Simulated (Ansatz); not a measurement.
# How InP (F-43m) stiffens under pressure

```yaml
crystal:
  lattice:
    - [0.00000, 2.93930, 2.93930]
    - [2.93930, 0.00000, 2.93930]
    - [2.93930, 2.93930, 0.00000]
  atoms:
    - { symbol: In, position: [0.00000, 0.00000, 0.00000] }
    - { symbol: P, position: [0.75000, 0.75000, 0.75000] }
```

This is the zero-pressure cell. At each pressure cell and atoms are relaxed in this structure, and the constants are slopes of the stress at strains of ±0.005 with relaxed ions (the coefficients that govern stability under load). Level: PBEsol, PAW on Ansatz 0.2.0's default frozen-core files (fitted under PBE), scalar-relativistic; k mesh 6×6×6, strains of ±0.005, fixed occupations, cutoff 420 eV. P is the pressure of the relaxed cell, less that of this one.

```tsv
P (GPa)	V/V₀	C11 (GPa)	C12 (GPa)	C44 (GPa)
0.00	1.0000	95.2	53.0	43.2
1.01	0.9855	99.5	57.7	43.5
1.99	0.9726	103.5	62.3	43.7
4.01	0.9484	111.5	71.6	43.7
6.98	?	?	?	?
9.97	0.8918	133.2	97.9	41.8
15.00	0.8550	150.0	119.1	38.6
```

Task: Does the bulk modulus from the constants agree with the pressure-volume curve?

Result: A third-order Birch-Murnaghan fit to the volumes shown (F against f, f = [(V₀/V)^(2/3) − 1]/2) gives B₀ = 67.1 GPa and B′ = 4.5. Its −V dP/dV stands beside (C11 + 2C12)/3:

```
P (GPa)  from P(V)  from the constants
   0.00       67.1                67.0
   1.01       71.6                71.6
   1.99       76.0                76.1
   4.01       84.8                84.9
   9.97      109.7               109.6
  15.00      130.1               129.4
```

Task: What are the pressure derivatives at zero pressure?

Result: Slopes at V₀ of quadratic fits in −ln(V/V₀) through the first four rows shown, divided by B₀: dC11/dP = 4.3, dC12/dP = 4.8, dC44/dP = 0.4. The mean slopes up to 2.0 GPa are 4.2, 4.7, 0.2; curvature and scatter of the constants part the two. The combination (dC11/dP + 2 dC12/dP)/3 = 4.6 stands against B′.

Task: Fill the row at 6.98 GPa.

Result: Cubic fits in −ln(V/V₀) through all rows shown give C11 = 122.6, C12 = 84.9, C44 = 43.0 GPa. Computed: V/V₀ = 0.9180, C11 (GPa) = 122.6, C12 (GPa) = 84.9, C44 (GPa) = 43.0.

Task: Does a shear stiffness soften?

Result: C44 goes from 43.2 to 38.6 GPa, through a maximum of 43.7 near 2 GPa; (C11 − C12)/2 goes from 21.1 to 15.5 GPa. C44 and (C11 − C12)/2 soften under pressure, though the lattice stays mechanically stable over this range.

Limits of these numbers: no other phase was computed; many crystals of this kind change structure within this range, and rows or crossings beyond such a change describe a metastable lattice; frozen-core PAW files fitted under PBE, their cores solved anew for the functional of the run; constants at zero field, no piezoelectric stiffening; phonons weren't checked at these pressures.
